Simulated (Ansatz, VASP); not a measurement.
# NaH6 in VASP and in Ansatz

Contents of INCAR:

```
SYSTEM = NaH6
ALGO = Fast
EDIFF = 1E-7
ENCUT = 520
GGA = PE
ISIF = 2
ISMEAR = 0
LASPH = .TRUE.
LCHARG = .FALSE.
LREAL = .FALSE.
LWAVE = .FALSE.
NBANDS = 16
NELM = 100
PREC = Accurate
SIGMA = 0.1
```

Contents of KPOINTS:

```
k-points
0
G
  4 4 4
  0 0 0
```

File POSCAR:

```
NaH6
1.0
    3.7928496700      0.0000000000      0.0000000000
    0.0000000000      3.7928496700      0.0000000000
    0.0000000000      0.0000000000      3.7928496700
Na H
1 6
Direct
    0.5000000000      0.5000000000      0.5000000000
    0.0000000000      0.5000000000      0.5000000000
    0.5000000000      0.0000000000      0.5000000000
    0.5000000000      0.5000000000      0.0000000000
    0.5000000000      0.0000000000      0.0000000000
    0.0000000000      0.5000000000      0.0000000000
    0.0000000000      0.0000000000      0.5000000000
```

Input for Ansatz:

```yaml
crystal:
  lattice:
    - [3.79284967, 0.0, 0.0]
    - [0.0, 3.79284967, 0.0]
    - [0.0, 0.0, 3.79284967]
  atoms:
    - { symbol: Na, position: [0.5, 0.5, 0.5] }
    - { symbol: H, position: [0.0, 0.5, 0.5] }
    - { symbol: H, position: [0.5, 0.0, 0.5] }
    - { symbol: H, position: [0.5, 0.5, 0.0] }
    - { symbol: H, position: [0.5, 0.0, 0.0] }
    - { symbol: H, position: [0.0, 0.5, 0.0] }
    - { symbol: H, position: [0.0, 0.0, 0.5] }
basis:
  ecutwfc: 420
kpoints:
  mp_grid: { grid: [4, 4, 4] }
hamiltonian:
  xc: pbe
scf:
  occupations: { method: gaussian, width: 0.1 }
  lower_state_search: "off"
output:
  forces: true
  stress: true
  eigenvalues: true
```

Alike in both runs: task single point; functional PBE; k mesh 4 × 4 × 4; occupations gaussian, width 0.1 eV; no spin polarisation.

```csv
,VASP,Ansatz
version,VASP 6.6.1,Ansatz 0.2.0
potentials or method,"VASP PAW PBE potentials, release 64 (Na_pv, H)","scalar-relativistic, plane waves, PAW"
plane-wave cutoff (eV),520,420
valence electrons in the cell,13,15
```

```csv
,VASP,Ansatz,Ansatz less VASP
gap on the k mesh at the Fermi level (eV),none,none,-
pressure (GPa),-4.2,-4.2,+0.05
```

A gap of «none» marks a metal or a gap that the smearing closes. The two sets of potentials don't hold the same shells in valence.

Caveats: the k mesh is coarse (spacing up to 0.41 Å⁻¹), so the values aren't converged.
